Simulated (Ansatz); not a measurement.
Crystal: Ir.

```
CELL_PARAMETERS angstrom
0.00000 1.91560 1.91560
1.91560 0.00000 1.91560
1.91560 1.91560 0.00000
ATOMIC_POSITIONS crystal
Ir 0.00000 0.00000 0.00000
```

* Program: Ansatz 0.2.0
* Task: relaxation of cell and atoms
* Functional: PBEsol
* Dispersion: D4
* Potentials or basis: all-electron LAPW, scalar-relativistic
* Basis error allowed: 0.001 eV/atom
* k mesh: 12 × 12 × 12
* Occupations: fermi-dirac, width 0.05 eV
* Spin: no spin polarisation

At the start: volume 14.06 Å³/atom.

Q: Where does the relaxation end?

A: Over 4 steps the energy falls by 4.3 meV/atom and the volume is 13.84 Å³/atom (-1.6 %); space group Fm-3m (No. 225, to 0.05 Å).

The path:
```tsv
step	energy change (eV)	largest force (eV/Å)	volume (Å³)
1	0.0000	0.0000	14.06
2	-0.0043	0.0000	13.85
3	-0.0043	0.0000	13.84
4	-0.0043	0.0000	13.84
```

Final structure:
```
Ir
1.0
     0.00000    1.90553    1.90553
     1.90553    0.00000    1.90553
     1.90553    1.90553    0.00000
Ir
1
Direct
  0.00000 0.00000 0.00000
```
